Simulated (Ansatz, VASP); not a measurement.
# CuI (Marshite): VASP beside Ansatz, part 2 of 2

Wanted: the spread between two codes on one cell, functional and k mesh.

VASP 6.6.1 and Ansatz 0.2.0.

So far: The structure; VASP: band structure, HSE06; Ansatz: band structure, HSE06.

The database entry behind the starting cell differs from later determinations by our own check (about 0.15 % long (mineral sample)), so it need not match the best structure at ambient conditions.

### 4. Differences

Known differences besides the potentials themselves: exact exchange at q = 0 is treated differently, which shows on coarse meshes; VASP keeps PBE cores, Ansatz makes them for the functional; the data sets hold 36 valence electrons in Ansatz (default PAW (the set named soft_2) files) and 18 in VASP; the cutoff is 420 eV in Ansatz and 400 eV in VASP; VASP takes a coarser grid for exact exchange (PRECFOCK = Fast). Total energies have different zeros and are not compared.

Both answers:

```csv
quantity,Ansatz,VASP,difference
gap over the path points (eV),2.664,2.610,+0.054
```

Levels at points of the path, from each program's valence-band top (eV; 4 filled, then empty):

```csv
k (reciprocal lattice),Ansatz,VASP
0.000 0.000 0.000,-2.50 0.00 0.00 0.00 2.66 6.36 6.36,-2.48 0.00 0.00 0.00 2.61 6.32 6.32
0.500 0.000 0.500,-2.42 -2.30 -1.95 -1.95 3.92 4.30 10.89,-2.40 -2.28 -1.94 -1.94 3.91 4.28 10.89
0.500 0.200 0.700,-2.42 -2.38 -2.21 -1.71 5.55 5.84 8.07,-2.41 -2.37 -2.20 -1.70 5.53 5.81 8.03
0.400 0.350 0.750,-2.48 -2.32 -2.03 -1.60 4.55 6.12 8.90,-2.46 -2.31 -2.02 -1.59 4.53 6.09 8.86
0.150 0.150 0.300,-2.48 -1.45 -0.95 -0.29 4.33 6.14 6.93,-2.47 -1.44 -0.94 -0.29 4.28 6.11 6.88
0.200 0.200 0.200,-2.50 -1.31 -0.31 -0.31 3.72 6.51 6.83,-2.49 -1.31 -0.31 -0.31 3.67 6.48 6.79
0.550 0.400 0.550,-2.48 -2.38 -1.35 -1.03 4.44 6.30 7.46,-2.47 -2.37 -1.35 -1.03 4.40 6.28 7.42
0.600 0.250 0.650,-2.48 -2.32 -2.03 -1.60 4.55 6.12 8.90,-2.46 -2.31 -2.02 -1.59 4.53 6.09 8.86
0.500 0.250 0.750,-2.39 -2.38 -2.25 -1.70 5.93 6.19 7.58,-2.38 -2.37 -2.24 -1.69 5.91 6.16 7.54
0.500 0.500 0.500,-2.47 -2.42 -0.83 -0.83 3.65 6.87 6.87,-2.46 -2.40 -0.83 -0.83 3.61 6.83 6.83
```

Among the levels compared at these points, filled levels agree within 15 meV and empty ones within 54 meV.

### 5. VASP: band structure, PBE0

The same path points are solved in both programs, so levels can be compared one by one.

The run reads the wave functions of an earlier VASP run, which isn't shown here.

INCAR

```
SYSTEM = CuI
PREC = Accurate
ENCUT = 400
EDIFF = 1E-06
NELM = 100
ISMEAR = 0
SIGMA = 0.02
LREAL = .FALSE.
ALGO = Normal
LHFCALC = .TRUE.
AEXX = 0.25
GGA = PE
LASPH = .TRUE.
NBANDS = 15
PRECFOCK = Fast
HFRCUT = -1
LORBIT = 11
LWAVE = .FALSE.
LCHARG = .FALSE.
KPAR = 4
```

POSCAR

```
CuI
1.0
    0.0000000000      3.0315000000      3.0315000000
    3.0315000000      0.0000000000      3.0315000000
    3.0315000000      3.0315000000      0.0000000000
Cu I
1 1
Direct
    0.2500000000      0.2500000000      0.2500000000
    0.0000000000      0.0000000000      0.0000000000
```

KPOINTS

```
Automatic mesh
0
Gamma
4 4 4
0 0 0
```

KPOINTS_OPT

```
Line mode
6
Line-mode
Reciprocal
  0.00000000   0.00000000   0.00000000 GAMMA
  0.50000000   0.00000000   0.50000000 X

  0.50000000   0.00000000   0.50000000 X
  0.50000000   0.25000000   0.75000000 W

  0.50000000   0.25000000   0.75000000 W
  0.37500000   0.37500000   0.75000000 K

  0.37500000   0.37500000   0.75000000 K
  0.00000000   0.00000000   0.00000000 GAMMA

  0.00000000   0.00000000   0.00000000 GAMMA
  0.50000000   0.50000000   0.50000000 L

  0.50000000   0.50000000   0.50000000 L
  0.62500000   0.25000000   0.62500000 U

  0.62500000   0.25000000   0.62500000 U
  0.50000000   0.25000000   0.75000000 W

  0.50000000   0.25000000   0.75000000 W
  0.50000000   0.50000000   0.50000000 L

  0.50000000   0.50000000   0.50000000 L
  0.37500000   0.37500000   0.75000000 K

  0.62500000   0.25000000   0.62500000 U
  0.50000000   0.00000000   0.50000000 X
```

Potentials, in the order of the species: Cu and I (PBE family, release 64).

Run with:

```bash
> mpirun -np 4 vasp_std
```

Numbers of over 12 decimals in the logs are rounded to 6 here.

Log:

```text
[banner, memory and clock lines left out]
running    4 mpi-ranks, on    1 nodes
[...]
LDA part: xc-table for (Slater+PW92), standard interpolation
 found WAVECAR, reading the header
 POSCAR, INCAR and KPOINTS ok, starting setup
[...]
HFRCUT set to (new)   9.477592
 reading WAVECAR
 the WAVECAR file was read successfully
 initial charge from wavefunction
 entering main loop
       N       E                     dE             d eps       ncg     rms          rms(c)
DAV:   1    -0.701097037713E+01   -0.70110E+01   -0.66031E-01   345   0.317E+01    0.273E+00
DAV:   2    -0.695520966676E+01    0.55761E-01   -0.50780E-01   296   0.258E+01    0.273E+00
DAV:   3    -0.696821748741E+01   -0.13008E-01   -0.40214E-02   283   0.168E+00    0.189E+00
DAV:   4    -0.696654563267E+01    0.16719E-02   -0.77338E-03   296   0.340E+00    0.111E+00
DAV:   5    -0.696667570102E+01   -0.13007E-03   -0.87628E-04   357   0.328E-01    0.714E-01
DAV:   6    -0.696661533266E+01    0.60368E-04   -0.19868E-04   324   0.502E-01    0.426E-01
[...]
DAV:   8    -0.696660276032E+01    0.37786E-05   -0.52082E-06   303   0.632E-02    0.140E-01
DAV:   9    -0.696660180710E+01    0.95322E-06   -0.99094E-07   204   0.213E-02
   1 F= -.69666018E+01 E0= -.69666018E+01  d E =-.175274E-32
 Start KPOINTS_OPT (optional k-point list driver)
k-point batch [1-8\60]
       N       E                     dE             ncg
DAV:   1     0.852075383786E+03   -0.18468E+04      240
DAV:   2    -0.630656549662E+02   -0.91514E+03      240
DAV:   3    -0.129577027480E+03   -0.66511E+02      331
DAV:   4    -0.131825825479E+03   -0.22488E+01      318
DAV:   5    -0.131907863837E+03   -0.82038E-01      394
DAV:   6    -0.131908837224E+03   -0.97339E-03      353
DAV:   7    -0.131908850813E+03   -0.13589E-04      379
DAV:   8    -0.131908851013E+03   -0.20021E-06      274
[...]
k-point batch [57-60\60]
       N       E                     dE             ncg
DAV:   1     0.250024213740E+04   -0.17546E+04      120
DAV:   2     0.206681661655E+04   -0.43343E+03      120
DAV:   3     0.203738115391E+04   -0.29435E+02      176
DAV:   4     0.203650635997E+04   -0.87479E+00      162
DAV:   5     0.203646996848E+04   -0.36391E-01      201
DAV:   6     0.203646952465E+04   -0.44383E-03      169
DAV:   7     0.203646951835E+04   -0.62987E-05      208
DAV:   8     0.203646951826E+04   -0.89470E-07      144
```

From OUTCAR (step 5):

```text
 POSITION                                       TOTAL-FORCE (eV/Angst)
 -----------------------------------------------------------------------------------
      1.51575      1.51575      1.51575        -0.000000      0.000000     -0.000000
      0.00000      0.00000      0.00000         0.000000     -0.000000      0.000000
 -----------------------------------------------------------------------------------
    total drift:                               -0.000548     -0.000410     -0.000308

  FREE ENERGIE OF THE ION-ELECTRON SYSTEM (eV)
  ---------------------------------------------------
  free  energy   TOTEN  =        -6.9666018071 eV

  energy  without entropy=       -6.9666018071  energy(sigma->0) =       -6.96660181

[... 2 parts as in an earlier step ...]

[... 1 further part left out ...]
[key lines of the parts left out:]
E-fermi :   3.2722
```

### 6. Ansatz: band structure, PBE0

The same cell, functional, mesh and smearing now go to Ansatz, which takes its cutoff from its data sets.

input.yaml

```yaml
crystal:
  lattice:
    - [0.0, 3.0315, 3.0315]
    - [3.0315, 0.0, 3.0315]
    - [3.0315, 3.0315, 0.0]
  atoms:
    - { symbol: Cu, position: [0.25, 0.25, 0.25] }
    - { symbol: I, position: [0.0, 0.0, 0.0] }
hamiltonian:
  xc: pbe0
  pseudopotentials: { kind: paw }
kpoints:
  mp_grid: { grid: [4, 4, 4] }
  band_path:
    path:
      - [0.0, 0.0, 0.0]
      - [0.5, 0.0, 0.5]
      - [0.5, 0.2, 0.7]
      - [0.4, 0.35, 0.75]
      - [0.15, 0.15, 0.3]
      - [0.2, 0.2, 0.2]
      - [0.55, 0.4, 0.55]
      - [0.6, 0.25, 0.65]
      - [0.5, 0.25, 0.75]
      - [0.5, 0.5, 0.5]
      - [0.375, 0.375, 0.75]
      - [0.5, 0.0, 0.5]
    npoints: 1
scf:
  occupations: { method: gaussian, width: 0.02 }
  n_extra_bands: 7
output:
  forces: true
  stress: true
  eigenvalues: true
  write_density: true
  write_potential: true
  elf: true
  volumetric_format: npy
```

Run with:

```bash
> ansatz run input.yaml --threads 4 --pin off --max-ram 9216MiB --backend cpu --events-out ev --progress --plain --runs-dir out
```

Log:

```text
[...]
Crystal: 2 atoms, lattice volume = 55.719 Å³
Basis set: ecut = 420 eV, 1067 PW (Γ), exchange–correlation on 60×60×60 points (8 copies of the dense FFT grid, shifted against one another)
Bands: 25, of which v1, the nominal top of the filled ones, is band 18 counted from 1 (17 counted from 0)
Symmetry: 24 space group operations
[...]
k-points: 8 of 64 (time reversal used)
[...]
--- Band table (eV; the first three rows and the last of 8) ---
  k-point 0: bands = [... 14 lower, 4.2658, 6.8096, 6.8096, 6.8096, 10.1376, 13.8725, 13.8725, 13.8725, ... 3 higher]
  k-point 1: bands = [... 14 lower, 4.2560, 5.1093, 6.3688, 6.3688, 11.2923, 14.4554, 14.4554, 14.4674, ... 3 higher]
  k-point 2: bands = [... 14 lower, 4.2881, 4.3404, 5.9608, 5.9608, 11.1422, 14.3818, 14.3818, 16.3339, ... 3 higher]
  k-point 7: bands = [... 14 lower, 4.3680, 4.3770, 4.5093, 5.0789, 13.4309, 13.7209, 15.0970, 15.2726, ... 3 higher]
[key lines of the parts left out:]
Free energy (F): -14141.642136 eV
Fermi energy:    8.473650 eV
P = ⅓ Tr σ = 0.6966 GPa (6.966 kbar)
```

The job ended after 19 s (4 threads of Arm Neoverse V2, shared host; peak memory 0.8 GiB; 70 s of CPU time).

### 7. Side by side

The two programs side by side:

```csv
quantity,Ansatz,VASP,difference
gap over the path points (eV),3.328,3.287,+0.041
```

Levels at points of the path, from each program's valence-band top (eV; 4 filled, then empty):

```csv
k (reciprocal lattice),Ansatz,VASP
0.000 0.000 0.000,-2.54 0.00 0.00 0.00 3.33 7.06 7.06,-2.53 0.00 0.00 0.00 3.29 7.03 7.03
0.500 0.000 0.500,-2.46 -2.34 -1.98 -1.98 4.60 5.00 11.61,-2.45 -2.33 -1.98 -1.98 4.59 4.98 11.62
0.500 0.200 0.700,-2.46 -2.43 -2.26 -1.74 6.24 6.56 8.78,-2.45 -2.41 -2.24 -1.73 6.22 6.53 8.74
0.400 0.350 0.750,-2.52 -2.37 -2.07 -1.63 5.23 6.83 9.61,-2.51 -2.35 -2.06 -1.62 5.22 6.80 9.57
0.150 0.150 0.300,-2.53 -1.48 -0.96 -0.29 5.01 6.83 7.63,-2.51 -1.47 -0.95 -0.29 4.97 6.80 7.58
0.200 0.200 0.200,-2.55 -1.34 -0.31 -0.31 4.39 7.21 7.54,-2.54 -1.33 -0.31 -0.31 4.36 7.18 7.50
0.550 0.400 0.550,-2.53 -2.43 -1.38 -1.05 5.12 7.00 8.17,-2.51 -2.42 -1.37 -1.05 5.09 6.98 8.13
0.600 0.250 0.650,-2.52 -2.37 -2.07 -1.63 5.23 6.83 9.61,-2.51 -2.35 -2.06 -1.62 5.22 6.80 9.57
0.500 0.250 0.750,-2.44 -2.43 -2.30 -1.73 6.62 6.91 8.29,-2.43 -2.42 -2.28 -1.72 6.61 6.88 8.25
0.500 0.500 0.500,-2.52 -2.47 -0.85 -0.85 4.33 7.57 7.57,-2.50 -2.45 -0.85 -0.85 4.30 7.54 7.54
```

Among the levels compared at these points, filled levels agree within 18 meV and empty ones within 42 meV.

### 8. Summary of results

| Property | Result |
| --- | --- |
| difference in gap over the path points (band structure, HSE06) | 0.054 eV |
| difference in gap over the path points (band structure, PBE0) | 0.041 eV |

In words: The difference in gap over the path points is 0.054 eV (band structure, HSE06), within the 0.08 eV picked in this series as the mark of a large difference. Such differences can come from data sets, numerical settings and the points named under the comparisons, not from the functional's error against experiment.

[Lines on the potential files, build, host, timing and source positions are cut from VASP's logs without a mark.]

[Logs are printed without paths, hosts, clocks, repeated set-up lines and the standing remarks that a program may print on its own settings, such as how far it seeks lower states.]

[Hosts, paths, dates, database ids (printed as entryN), source tags and the programs' standing remarks are cut or masked in the printed files.]
